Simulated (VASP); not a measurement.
# Ge in VASP: relaxation of cell and atoms with PBE

Aim: the relaxation of cell and atoms of Ge with PBE.

All numbers are computed with VASP 6.6.1; they aren't measurements. Logs are shortened: lines on timing, memory, paths and dates and some standing lists are left out, and cuts for length are marked.

## Step 1: The sheet as given

The cell holds a sheet with vacuum, 2 atoms: a = 4.030 Å, b = 4.030 Å, c = 16.680 Å, α = 90.00°, β = 90.00°, γ = 120.00°.

The cell was built by a generator and needn't be a form met in nature.

## Step 2: Relaxation of cell and atoms, PBE

Input file INCAR:

```
PREC     = Accurate       # precision mode
ENCUT    = 600            # plane-wave cutoff, eV
EDIFF    = 1E-7           # SCF threshold, eV
ISMEAR   = 0              # smearing method
SIGMA    = 0.03           # smearing width, eV
LREAL    = F              # projectors in reciprocal space
LASPH    = T              # aspherical terms in the spheres
NELM     = 120            # most SCF steps
ALGO     = Fast           # electronic algorithm
ISIF     = 3              # what is computed and relaxed
LWAVE    = F              # write WAVECAR
LCHARG   = F              # write CHGCAR
GGA      = PE             # functional
IBRION   = 2              # ionic algorithm
NSW      = 60             # ionic steps
EDIFFG   = -0.005         # ionic threshold
LATTICE_CONSTRAINTS= .TRUE. .TRUE. .FALSE.
KPAR     = 2
```

Input file KPOINTS:

```
Automatic mesh
0
Gamma
  12 12 1
```

Input file POSCAR:

```
Ge
1.0
    4.0300000000      0.0000000000      0.0000000000
   -2.0150000000      3.4900823800      0.0000000000
    0.0000000000      0.0000000000     16.6800000000
Ge
2
Direct
    0.3333330000      0.6666670000      0.4796163100
    0.6666670000      0.3333330000      0.5203836900
```

Potentials or basis: VASP PAW PBE potentials, release 64 (Ge_d).

On the command line:

```console
> cat potpaw_PBE.64/Ge_d/POTCAR > POTCAR
> mpirun -np 2 vasp_std > vasp.out
```

OUTCAR:

```text
PREC = Accurate
   ENCUT = 600
   EDIFF = 1E-7
   ISMEAR = 0
   LREAL = F
   LASPH = T
   NELM = 120
   ISIF = 3
   GGA = PE
   IBRION = 2
   NSW = 60
   EDIFFG = -0.005

 ion  position               nearest neighbor table
   1  0.333  0.667  0.480-   2 2.42   2 2.42   2 2.42
   2  0.667  0.333  0.520-   1 2.42   1 2.42   1 2.42

  LATTYP: Found a hexagonal cell.
 ALAT       =     4.0300000000
 C/A-ratio  =     4.1389578164

  Lattice vectors:

 A1 = (   4.0300000000,   0.0000000000,   0.0000000000)
 A2 = (  -2.0150000000,   3.4900823800,   0.0000000000)
 A3 = (   0.0000000000,   0.0000000000,  16.6800000000)

Analysis of symmetry for initial positions (statically):
=====================================================================
 Subroutine PRICEL returns:
 Original cell was already a primitive cell.

 Routine SETGRP: Setting up the symmetry group for a
 hexagonal supercell.

 Subroutine GETGRP returns: Found 12 space group operations
 (whereof 12 operations were pure point group operations)
 out of a pool of 24 trial point group operations.

The static configuration has the point symmetry D_3d.

Analysis of symmetry for dynamics (positions and initial velocities):
=====================================================================
 Subroutine PRICEL returns:
 Original cell was already a primitive cell.

 Routine SETGRP: Setting up the symmetry group for a
 hexagonal supercell.

 Subroutine GETGRP returns: Found 12 space group operations
 (whereof 12 operations were pure point group operations)
 out of a pool of 24 trial point group operations.

The dynamic configuration has the point symmetry D_3d.

 Subroutine INISYM returns: Found 12 space group operations
 (whereof 12 operations are pure point group operations),
 and found     1 'primitive' translations

----------------------------------------------------------------------------------------

                                     Primitive cell

  volume of cell :     234.6047

  direct lattice vectors                    reciprocal lattice vectors
     4.030000000  0.000000000  0.000000000     0.248138958  0.143263094  0.000000000
    -2.015000000  3.490082380  0.000000000     0.000000000  0.286526188  0.000000000
     0.000000000  0.000000000 16.680000000     0.000000000  0.000000000  0.059952038

  length of vectors
     4.030000000  4.030000002 16.680000000     0.286526188  0.286526188  0.059952038

  position of ions in fractional coordinates (direct lattice)
     0.333333000  0.666667000  0.479616310
     0.666667000  0.333333000  0.520383690

  ion indices of the primitive-cell ions
   primitive index   ion index
                 1           1
                 2           2

----------------------------------------------------------------------------------------

 KPOINTS: Automatic mesh

Automatic generation of k-mesh.
 Grid dimensions read from file:
 generate k-points for:   12   12    1

 Generating k-lattice:

  Cartesian coordinates                     Fractional coordinates (reciprocal lattice)
     0.020678246  0.011938591  0.000000000     0.083333333 -0.000000000  0.000000000
     0.000000000  0.023877182  0.000000000     0.000000000  0.083333333  0.000000000
     0.000000000  0.000000000  0.059952038     0.000000000  0.000000000  1.000000000

  Length of vectors
     0.023877182  0.023877182  0.059952038

  Shift w.r.t. Gamma in fractional coordinates (k-lattice)
     0.000000000  0.000000000  0.000000000

 Subroutine IBZKPT returns following result:
 ===========================================

 Found     19 irreducible k-points:

 Following reciprocal coordinates:
            Coordinates               Weight
  0.000000  0.000000  0.000000      1.000000
  0.083333 -0.000000  0.000000      6.000000
  0.166667 -0.000000  0.000000      6.000000
  0.250000  0.000000  0.000000      6.000000
  0.333333  0.000000  0.000000      6.000000
  0.416667 -0.000000  0.000000      6.000000
[... 11 lines left out ...]
  0.333333  0.250000  0.000000     12.000000
  0.333333  0.333333  0.000000      2.000000
   k-points           NKPTS =     19   k-points in BZ     NKDIM =     19   number of bands    NBANDS=     18
   number of dos      NEDOS =    301   number of ions     NIONS =      2
   total plane-waves  NPLWV = 143360
   dimension x,y,z NGX =    32 NGY =   32 NGZ =  140
   dimension x,y,z NGXF=    64 NGYF=   64 NGZF=  280
   ions per type =               2
   NGX,Y,Z   is equivalent  to a cutoff of  13.20, 13.20, 13.95 a.u.
   NGXF,Y,Z  is equivalent  to a cutoff of  26.40, 26.40, 27.91 a.u.
 SYSTEM =  unknown system
   PREC   = accura    normal or accurate (medium, high low for compatibility)
   ISTART =      0    job   : 0-new  1-cont  2-samecut
   ICHARG =      2    charge: 1-file 2-atom 10-const
   ISPIN  =      1    spin polarized calculation?
   LNONCOLLINEAR =      F non collinear calculations
   LSORBIT =      F    spin-orbit coupling
   LASPH  =      T    aspherical Exc in radial PAW
   ENCUT  =  600.0 eV  44.10 Ry    6.64 a.u.   8.05  8.05 33.31*2*pi/ulx,y,z
   NELM   =    120;   NELMIN=  2; NELMDL= -5     # of ELM steps
   EDIFF  = 0.1E-06   stopping-criterion for ELM
   LREAL  =      F    real-space projection
   EDIFFG = -.5E-02   stopping-criterion for IOM
   NSW    =     60    number of steps for IOM
   IBRION =      2    ionic relax: 0-MD 1-quasi-New 2-CG
   NFREE  =      1    steps in history (QN), initial steepest desc. (CG)
   ISIF   =      3    stress and relaxation
   ISYM   =      2    0-nonsym 1-usesym 2-fastsym
   POTIM  = 0.5000    time-step for ionic-motion
   TEBEG  =    0.0;   TEEND  =   0.0 temperature during run
   PSTRESS=    0.0 pullay stress
   NELECT =      28.0000    total number of electrons
   NUPDOWN=      -1.0000    fix difference up-down
   EMIN   =  10.00;   EMAX   =-10.00  energy-range for DOS
   EFERMI =   0.00;   METHOD = LEGACY
   ISMEAR =     0;   SIGMA  =   0.03  broadening in eV -4-tet -1-fermi 0-gaus
   EFERMI_NEDOS =   21; number of points for ismear=-14 and -15
   IALGO  =     68    algorithm
   IMIX   =      4    mixing-type and parameters
     AMIX     =   0.40;   BMIX     =  1.00
     AMIX_MAG =   1.60;   BMIX_MAG =  1.00
  volume/ion in A,a.u.               =     117.30       791.60
  Fermi-wavevector in a.u.,A,eV,Ry     =   0.806025  1.523167  8.839386  0.649677
  Thomas-Fermi vector in A             =   1.914380
   LORBIT       =      0    0 simple, 1 ext, 2 COOP (PROOUT), +10 PAW based schemes
   GGA     = PE    functional components
   LHFCALC =     F    Hartree Fock is set to
   AEXX    =    0.0000 exact exchange contribution
   IVDW    =     0    specifies the selected vdW correction
   LEPSILON=     F    determine dielectric tensor
   LRPA    =     F    only Hartree local field effects (RPA)
 conjugate gradient relaxation of ions
 non-spin polarized calculation
 RMM-DIIS sequential band-by-band and
 Gauss-broadening in eV      SIGMA  =   0.03
  energy-cutoff  :      600.00
  volume of cell :      234.60
 maximum number of plane-waves:      7854
   NGX = 17   NGY = 17   NGZ = 67

--------------------------------------- Ionic step        1  -------------------------------------------

 number of electron      27.9999993 magnetization

 Free energy of the ion-electron system (eV)
  ---------------------------------------------------
  ext. energy  EPLUGINS =         0.00000000
  ---------------------------------------------------
  free energy    TOTEN  =        -8.07738003 eV

  energy without entropy =       -8.07690987  energy(sigma->0) =       -8.07714495

------------------------ aborting loop because EDIFF is reached ----------------------------------------

  FORCE on cell =-STRESS in cart. coord.  units (eV):
  Direction    XX          YY          ZZ          XY          YZ          ZX
  --------------------------------------------------------------------------------------
  -------------------------------------------------------------------------------------
  Total        0.1829940      0.1829940      0.0042475      0.0000000      0.0000000      0.0000000
  in kB        1.2497144      1.2497144      0.0290076      0.0000000      0.0000000      0.0000000
  external PRESSURE =       0.8428121 kB  Pullay stress =       0.0000000 kB
[... 89 lines left out ...]
  FREE ENERGIE OF THE ION-ELECTRON SYSTEM (eV)
  ---------------------------------------------------
  free  energy   TOTEN  =        -8.0779205035 eV

  energy  without entropy=       -8.0774503456  energy(sigma->0) =       -8.07768542

[... ionic steps 4 to 11 ...]

--------------------------------------- Ionic step       12  -------------------------------------------

 number of electron      27.9999996 magnetization

------------------------ aborting loop because EDIFF is reached ----------------------------------------

  FORCE on cell =-STRESS in cart. coord.  units (eV):
  Direction    XX          YY          ZZ          XY          YZ          ZX
  --------------------------------------------------------------------------------------
  -------------------------------------------------------------------------------------
  Total        0.0075057      0.0075057     -0.0068719      0.0000000      0.0000000     -0.0000000
  in kB        0.0509582      0.0509582     -0.0466556      0.0000000      0.0000000     -0.0000000
  external PRESSURE =       0.0184203 kB  Pullay stress =       0.0000000 kB
[... 57 lines left out ...]
  energy  without entropy=       -8.0774508698  energy(sigma->0) =       -8.07768595

--------------------------------------- Ionic step       14  -------------------------------------------

 number of electron      27.9999996 magnetization

 Free energy of the ion-electron system (eV)
  ---------------------------------------------------
  ext. energy  EPLUGINS =         0.00000000
  ---------------------------------------------------
  free energy    TOTEN  =        -8.07792386 eV

  energy without entropy =       -8.07745370  energy(sigma->0) =       -8.07768878

 E-fermi :  -2.7073     XC(G=0):  -2.7323

 val. band max:       -2.7072864342   @ k =   0.3333   0.3333   0.0000
 cond. band min:      -2.7072569941   @ k =   0.3333   0.3333   0.0000
 fundamental gap:      0.0000294401
 Fermi energy:        -2.7072717141

 k-point     1 :       0.0000    0.0000    0.0000
  band No.  band energies     occupation
      1     -27.2251      2.00000
      2     -27.2251      2.00000
      3     -27.1773      2.00000
      4     -27.1773      2.00000
      5     -27.1773      2.00000
      6     -27.1081      2.00000
[... 10 lines left out ...]
     17       1.1549      0.00000
     18       1.1549      0.00000
[... 405 lines left out ...]
  FREE ENERGIE OF THE ION-ELECTRON SYSTEM (eV)
  ---------------------------------------------------
  free  energy   TOTEN  =        -8.0779238555 eV

  energy  without entropy=       -8.0774536976  energy(sigma->0) =       -8.07768878

 reached required accuracy - stopping structural energy minimisation
```

It took 4.1 min on 2 MPI ranks of Intel Xeon Platinum 8488C (Sapphire Rapids), shared host; peak memory 0.42 GiB.

Results:

- Free energy: -8.0779 eV
- Relaxed volume: 118.00 Å³/atom
- Relaxed cell: a = 4.042 Å, b = 4.042 Å, c = 16.680 Å, α = 90.00°, β = 90.00°, γ = 120.00°
- Space group after relaxing (to 0.05 Å): P-3m1 (No. 164)
- Energy gained by relaxing: 0.3 meV/atom
- Ionic steps: 14
- Band gap on the k mesh: none (metal or under the smearing width)

The path:
```
step  energy change (eV)  largest force (eV/Å)  pressure (GPa)  volume (Å³)
   1              0.0000                0.0107            0.08       234.60
   2             -0.0004                0.0148           -0.05       236.68
   3             -0.0005                0.0055            0.00       236.00
   4             -0.0005                0.0075           -0.02       236.03
   5             -0.0005                0.0016            0.02       235.73
   6             -0.0005                0.0071            0.00       235.95
   7             -0.0005                0.0067            0.00       235.95
   8             -0.0005                0.0072            0.00       235.99
   9             -0.0005                0.0043            0.01       235.98
  10             -0.0005                0.0072           -0.01       235.99
  11             -0.0005                0.0052            0.00       235.98
  12             -0.0005                0.0061            0.00       235.99
  13             -0.0005                0.0066            0.00       235.99
  14             -0.0005                0.0019            0.00       235.99
```

Final structure:
```cif
data_structure
_symmetry_space_group_name_H-M 'P 1'
_symmetry_Int_Tables_number 1
_cell_length_a 4.0419
_cell_length_b 4.0419
_cell_length_c 16.6800
_cell_angle_alpha 90.000
_cell_angle_beta 90.000
_cell_angle_gamma 120.000
_cell_volume 235.99
loop_
_atom_site_label
_atom_site_type_symbol
_atom_site_fract_x
_atom_site_fract_y
_atom_site_fract_z
_atom_site_occupancy
Ge1 Ge 0.33333 0.66667 0.47961 1
Ge2 Ge 0.66667 0.33333 0.52039 1
```
